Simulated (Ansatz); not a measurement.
The cell is COD entry 9008523, as deposited and not checked against the literature; nothing was relaxed. The listed cell was then made from it by scaling, straining or moving an atom.

An input for Zr: DFT, PBE, all-electron LAPW, scalar-relativistic (Ansatz 0.2.0).

```yaml
crystal:
  lattice:
    - [3.2319982225, 0.0, 0.0]
    - [-1.6159991112, 2.7989925656, 0.0]
    - [0.0, 0.0, 5.147]
  atoms:
    - { symbol: Zr, position: [0.3333333333, 0.6666666667, 0.25] }
    - { symbol: Zr, position: [0.7004791795, 0.3580858106, 0.7634606567] }
kpoints:
  mp_grid: { grid: [13, 13, 7] }
scf:
  occupations: { method: fermi_dirac, width: 0.08 }
hamiltonian:
  xc: pbe
  pseudopotentials: { kind: all_electron, lapw: { basis_error: 0.001 } }
output:
  forces: true
  stress: true
  eigenvalues: true
```

Set-up and iterations as logged by Ansatz (the results part is left out, to be predicted):

```
LAPW: plane waves up to 6.977 Å⁻¹, error target 1.0e-3 eV per atom; small_component_spin mean_spin; Zr in spheres of 1.534 Å, 22 of its electrons in bands, Dirac shells []
Engine: ansatz 0.2.0
Pseudopotentials: kind: all_electron
Pseudopotential: Zr, LAPW, valence charge 22, Koelling and Harmon's equation, gaussian nucleus
Functional definition: PBE
  parameter kappa = 0.804
  parameter beta = 0.06672455060314922
  exchange = pbe_x(kappa = kappa, mu = beta*pi^2/3)
  correlation = pbe_c(beta = beta)
Crystal: 2 atoms, lattice volume = 46.562 Å³
Basis set: ecut = 185.44464191640347 eV, 263 PW (Γ), exchange–correlation at level 2
Bands: 27, of which v1, the nominal top of the filled ones, is band 22 counted from 1 (21 counted from 0)
Symmetry: 2 space group operations
Space group: P-1 (ITA 2), of the structure as read, at distance tolerance 3.6e-5 Å
k-points: 592 of 1183
Non-local potential: Zr, projectors of the file, none
Initial density: superposition of atomic densities (chi_scale 0.1, normalization cell)
Initial wavefunctions: plane waves of lowest kinetic energy (no species holds an atomic orbital)
Functional: x = pbe(κ = 0.804, μ = 0.2195149727645171), c = pbe(β = 0.06672455060314922)
iter 1 solved again at ethr=5.29e-4 eV; its pass at ethr=1.00e-1 eV (dr2=2.33e-1 eV) is discarded
SCF iter   1: F=—  HF=-195854.409616 eV  |F-HF|=—  |Δ(HF+E_count)|=         —  Δρ=2.07e-2  dr2=2.34e-1  ethr=5.29e-4  ⟨swp⟩=2.4  Hψ=104568  notcnv=0
SCF iter   2: F=—  HF=-195854.249426 eV  |F-HF|=—  |Δ(HF+E_count)|=   1.60e-1  Δρ=1.23e-2  dr2=9.81e-2  ethr=5.29e-4  ⟨swp⟩=2.0  Hψ=51224  notcnv=0
SCF iter   3: F=—  HF=-195854.232850 eV  |F-HF|=—  |Δ(HF+E_count)|=   1.66e-2  Δρ=6.36e-3  dr2=2.84e-2  ethr=2.23e-4  ⟨swp⟩=2.0  Hψ=49867  notcnv=0
iter 4 solved again at ethr=3.88e-6 eV; its pass at ethr=6.45e-5 eV (dr2=1.71e-3 eV) is discarded
SCF iter   4: F=—  HF=-195854.230053 eV  |F-HF|=—  |Δ(HF+E_count)|=         —  Δρ=1.58e-3  dr2=1.70e-3  ethr=3.88e-6  ⟨swp⟩=2.0  Hψ=83402  notcnv=0
the basis was enlarged: its passes take 298.2 KiB over the memory plan, 1 of 1 planned eigensolver slots
SCF iter   5: F=—  HF=-195854.229854 eV  |F-HF|=—  |Δ(HF+E_count)|=   1.99e-4  Δρ=4.87e-4  dr2=1.38e-4  ethr=3.87e-6  ⟨swp⟩=2.0  Hψ=49880  notcnv=0
SCF iter   6: F=—  HF=-195854.229856 eV  |F-HF|=—  |Δ(HF+E_count)|=   2.55e-6  Δρ=1.81e-4  dr2=2.21e-5  ethr=3.14e-7  ⟨swp⟩=2.0  Hψ=49879  notcnv=0
SCF iter   7: F=—  HF=-195854.229855 eV  |F-HF|=—  |Δ(HF+E_count)|=   1.05e-6  Δρ=2.40e-5  dr2=4.37e-7  ethr=5.02e-8  ⟨swp⟩=2.0  Hψ=49877  notcnv=0
SCF iter   8: F=-195854.229855 eV  HF=-195854.229855 eV  |F-HF|=6.36e-8  |Δ(HF+E_count)|=   3.96e-8  Δρ=1.14e-5  dr2=9.06e-8  ethr=9.93e-10  ⟨swp⟩=2.4  Hψ=50183  notcnv=0
```

Problem. What pressure will this run report?

Solution. 0.64 GPa (positive in compression).

Problem. How large will the largest force be?

Solution. 0.304 eV/Å.
